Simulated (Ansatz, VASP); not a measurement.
KTaO3 in VASP and in Ansatz

```xyz
5
Lattice="4.1478 0.0000 0.0000 0.0000 4.1478 0.0000 0.0000 0.0000 3.9883" Properties=species:S:1:pos:R:3 pbc="T T T"
Ta    0.0000    0.0000    0.0000
K     2.0739    2.0739    1.9942
O     0.0000    0.0000    1.9942
O     0.0000    2.0739    0.0000
O     2.0739    0.0000    0.0000
```

Alike in both runs: functional PBEsol; k mesh 6 × 6 × 6; occupations fermi-dirac, width 0.05 eV; no spin polarisation.

|  | VASP | Ansatz |
| --- | --- | --- |
| version | VASP 6.6.1 | Ansatz 0.2.0 |
| potentials or method | VASP PAW PBE potentials, release 64 (Ta_pv, K_sv, O) | Ansatz PAW |
| plane-wave cutoff (eV) | 520 | 420 |
| valence electrons in the cell | 38 | 40 |
| task | single point | band structure |

```tsv
	VASP	Ansatz	Ansatz less VASP
gap on the k mesh at the Fermi level (eV)	1.85	1.89	+0.040
least direct gap on the mesh (eV)	2.49	2.53	+0.037
pressure (GPa)	-12.7	-13.2	-0.50
largest component of the traceless stress (GPa)	7.58	7.44	-0.136
```

The two sets of potentials don't hold the same shells in valence.

Caveats: spin-orbit coupling is left out, which moves the levels of the heavy elements; the PAW data sets were made with another functional, which shifts forces and pressure a little (VASP); the pressure holds a Pulay correction of +0.6 GPa for the finite cutoff (Ansatz); the PAW data sets come from PBE, with cores solved anew for the run's functional, which leaves a small shift of forces and pressure (Ansatz). A k mesh can miss the band edges.
